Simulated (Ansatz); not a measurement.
# Ge under changes of volume

One of the cells (22.639 Å³/atom); the others are scaled copies at fixed shape and fractional positions:

```
CELL_PARAMETERS angstrom
0.00000 2.82891 2.82891
2.82891 0.00000 2.82891
2.82891 2.82891 0.00000
ATOMIC_POSITIONS crystal
Ge 0.75000 0.75000 0.75000
Ge 0.50000 0.50000 0.50000
```

| Property | Result |
| --- | --- |
| Program | Ansatz 0.2.0 |
| Functional | PBE-PBEsol |
| Potentials or basis | all-electron LAPW, scalar-relativistic |
| Cutoff | 316 eV (chosen from the basis error) |
| Basis error allowed | 0.001 eV/atom |
| k mesh | 8 × 8 × 8 |
| Occupations | gaussian, width 0.15 eV |
| Spin | collinear spin, antiferromagnetic start |
| Starting moments | [0.5, -0.5] μB |

```csv
volume (Å³/atom),energy over the lowest point (meV/atom),pressure (GPa)
21.281,77.19,9.7
21.733,52.70,7.7
22.186,33.62,5.9
22.639,19.22,4.3
23.092,?,?
23.545,2.77,1.6
23.997,0.00,0.4
```

Question: What does the run at 23.092 Å³/atom give?

Answer: Energy over the lowest point 9.04 meV/atom; pressure 2.9 GPa.

Worked out: A Birch-Murnaghan fit of order 3 (a polynomial in V^(-2/3)) to the other rows has its minimum at 24.18 Å³/atom, just outside them, with B0 = V·E''(V) = 56 GPa and B' = 4.7. It gives 9.08 meV/atom at 23.092 Å³/atom, against the run's 9.04, and -dE/dV = 2.9 GPa, against 2.9.

Energies are extrapolated to zero smearing.

Caveats: the starting moments weren't kept.
